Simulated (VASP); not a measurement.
Input of a VASP 6.6.1 run:

The input INCAR:

```
SYSTEM = Pb
PREC = Accurate
ENCUT = 580
EDIFF = 1E-7
ISMEAR = 0
SIGMA = 0.1
LREAL = .FALSE.
LASPH = .TRUE.
NELM = 80
ALGO = Normal
ISIF = 3
LWAVE = .FALSE.
LCHARG = .FALSE.
GGA = PS
IBRION = 2
NSW = 90
EDIFFG = -0.005
```

The input KPOINTS:

```
regular mesh
0
G
  14 14 14
  0 0 0
```

The input POSCAR:

```
Pb
1.0
    0.0000000000      2.4750200000      2.4750200000
    2.4750200000      0.0000000000      2.4750200000
    2.4750200000      2.4750200000      0.0000000000
Pb
1
Direct
    0.0000000000      0.0000000000      0.0000000000
```

Potentials or basis: VASP PAW PBE potentials, release 64 (Pb).

Command:

```console
$ cat potpaw_PBE.64/Pb/POTCAR > POTCAR
$ mpirun -np 1 vasp_std > vasp.out
```

(1) Predict the relaxed cell.

(2) Predict the space group after relaxing (to 0.05 Å).

(3) What does it give for the relaxed volume?

## Answers

(1) a = 3.486 Å, b = 3.486 Å, c = 3.486 Å, α = 60.00°, β = 60.00°, γ = 60.00°.

(2) Fm-3m (No. 225).

(3) 29.94 Å³/atom.

Caveat: the PAW data sets were made with another functional, which shifts forces and pressure a little.
